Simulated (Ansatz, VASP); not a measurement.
HfC in VASP and in Ansatz

```
Hf C
1.0
     0.00000    2.27850    2.32500
     2.27850    0.00000    2.32500
     2.27850    2.27850    0.00000
Hf C
1 1
Direct
  0.50000 0.50000 0.50000
  0.00000 0.00000 0.00000
```

Change from the starting cell: equal xx and yy strain of -2 %.

Alike in both runs: task single point; functional LDA; k mesh 12 × 12 × 12; occupations fermi-dirac, width 0.05 eV; no spin polarisation.

|  | VASP | Ansatz |
| --- | --- | --- |
| version | VASP 6.6.1 | Ansatz 0.2.0 |
| potentials or method | VASP PAW LDA potentials, release 64 (Hf_pv, C), cutoff 520 eV | all-electron LAPW, scalar-relativistic |

```tsv
	VASP	Ansatz	Ansatz less VASP
pressure (GPa)	-1.7	-2.2	-0.47
largest component of the traceless stress (GPa)	6.02	5.88	-0.144
```

Ansatz ran all-electron here, so the differences hold the error of VASP's frozen core and of both bases.

The runs have no spin-orbit coupling, so splittings on Hf are missing.
